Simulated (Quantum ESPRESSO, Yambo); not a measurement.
An input for Quantum ESPRESSO 7.5 (MgI2 (1T monolayer)):

```
&control
  calculation = 'nscf'
  prefix = 'x'
  outdir = 'o'
  pseudo_dir = 'pseudo'
/
&system
  ibrav = 0
  nat = 3
  ntyp = 2
  ecutwfc = 76.0
  nbnd = 356
  force_symmorphic = .true.
/
&electrons
  conv_thr = 1e-9
  electron_maxstep = 80
  diago_full_acc = .true.
  diago_thr_init = 5e-6
/
ATOMIC_SPECIES
  Mg 24.305 Mg.upf
  I 126.9 I.upf
CELL_PARAMETERS angstrom
  4.2075425528 -0.0000000002 0.0000000000
  -2.1037712762 3.6438387383 0.0000000000
  0.0000000000 0.0000000000 16.0000000000
ATOMIC_POSITIONS crystal
  Mg 0.0000000000 0.0000000000 0.5000000000
  I 0.3333333333 0.6666666667 0.6046917666
  I 0.6666666667 0.3333333333 0.3953082334
K_POINTS automatic
  6 6 1 0 0 0
```

```sh
OMP_NUM_THREADS=1 mpirun -n 4 pw.x -nk 4 -in pw.in > pw.out
```

Q: Estimate wall time and host memory on 4 MPI ranks of Intel Xeon Platinum 8488C (Sapphire Rapids), shared host.

It took 2.4 min; on shared hardware allow 73 s to 4.9 min. Peak host memory was 2.5 GiB.

[Paths, hosts, dates, memory and timing lines, banners, echoed tables and standing remarks are left out of the program output.]

[Logs are printed without paths, hosts, clocks, repeated set-up lines and the standing remarks that a program may print on its own settings, such as how far it seeks lower states.]

[Runs of the session that timed out or met a known fault of the program may be left out.]

[Hosts, paths, dates, database ids (printed as entryN), source tags and the programs' standing remarks are cut or masked in the printed files.]
